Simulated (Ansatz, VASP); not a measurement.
One calculation of Hg, two programs

The input INCAR:

```
SYSTEM = Hg
PREC = Accurate ; ENCUT = 520
EDIFF = 1E-6 ; ISMEAR = -1
SIGMA = 0.1 ; LREAL = .False.
LASPH = .True. ; NELM = 60
ALGO = Normal ; ISIF = 2
LWAVE = .False. ; LCHARG = .False.
NBANDS = 12
```

File KPOINTS:

```
Automatic mesh
0
Gamma
  6 6 6
  0 0 0
```

The input POSCAR:

```
Hg
1.0
    1.7463233735      1.0082402698      2.1478810803
   -1.7463233735      1.0082402698      2.1478810803
    0.0000000000     -2.0164805396      2.1478810803
Hg
1
Direct
    0.0000000000      1.0000000000      0.0000000000
```

Input for Ansatz:

```yaml
crystal:
  lattice:
    - [1.7463233735, 1.0082402698, 2.1478810803]
    - [-1.7463233735, 1.0082402698, 2.1478810803]
    - [0.0, -2.0164805396, 2.1478810803]
  atoms:
    - { symbol: Hg, position: [0.0, 1.0, 0.0] }
hamiltonian:
  xc: lda
  pseudopotentials:
    kind: paw
    azcp:
      Hg: "pseudopotentials/Hg.paw.azcp"
basis:
  ecutwfc: 420
  fft_grid_basis: typed
kpoints:
  mp_grid: { grid: [6, 6, 6], shift: [0, 0, 0] }
magnetization:
  spin_polarized: false
scf:
  occupations: { method: fermi_dirac, width: 0.1 }
  lower_state_search: "off"
output:
  stress: true
```

Alike in both runs: task single point; functional LDA; k mesh 6 × 6 × 6; occupations fermi-dirac, width 0.1 eV; no spin polarisation.

|  | VASP | Ansatz |
| --- | --- | --- |
| version | VASP 6.6.1 | Ansatz 0.2.0 |
| potentials or method | VASP PAW LDA potentials, release 64 (Hg) | plane waves (420 eV) with PAW, scalar-relativistic |
| plane-wave cutoff (eV) | 520 | 420 |
| valence electrons in the cell | 12 | 20 |

|  | VASP | Ansatz | Ansatz less VASP |
| --- | --- | --- | --- |
| pressure (GPa) | 0.4 | -0.3 | -0.70 |
| largest component of the traceless stress (GPa) | 1.03 | 0.63 | -0.402 |

The two sets of potentials don't hold the same shells in valence. Ansatz warned: «pseudo_functional_mismatch».

Caveats: the k mesh is coarse (spacing up to 0.38 Å⁻¹), so the values aren't converged. Spin-orbit coupling is left out, which matters for the levels of Hg.
